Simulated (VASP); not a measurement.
PbSe (strained rocksalt): one PBE single-point calculation in two programs

```
Pb Se
1.0
     0.00000    3.08870    3.00345
     3.08870    0.00000    3.00345
     3.08870    3.08870    0.00000
Pb Se
1 1
Direct
  0.00000 0.00000 0.00000
  0.50000 0.50000 0.50000
```

Each program uses its own PAW datasets. VASP's cell holds 20 valence electrons and Ansatz's 30. Ansatz's stress includes a Pulay correction; VASP's doesn't.

Cutoffs: 520 eV in VASP, 420 eV in Ansatz. k meshes: 8×8×8 and 8×8×8.

|  | VASP | Ansatz |
| --- | --- | --- |
| gap between bands v and c | 0.27 eV | 0.26 eV |
| least direct gap | 0.27 eV | 0.26 eV |
| pressure | 2.6 GPa | 2.6 GPa |

Band v is the last that the valence electrons fill when counted band by band, and c is the next. Levels in eV from the top of v, Ansatz:

| point | v−1 | v | c | c+1 |
| --- | --- | --- | --- | --- |
| Γ | -1.83 | -1.83 | 4.48 | 4.48 |
| X | -3.40 | -3.10 | 3.71 | 5.31 |
| K | -2.81 | -2.52 | 3.34 | 3.96 |
| L | -1.47 | 0.00 | 0.26 | 1.60 |
| W | -4.27 | -0.89 | 1.82 | 4.84 |

VASP:

```csv
point,v−1,v,c,c+1
Γ,-1.82,-1.82,4.48,4.48
X,-3.39,-3.09,3.71,5.32
K,-2.81,-2.52,3.34,3.96
L,-1.47,0.00,0.27,1.60
W,-4.26,-0.89,1.83,4.85
```
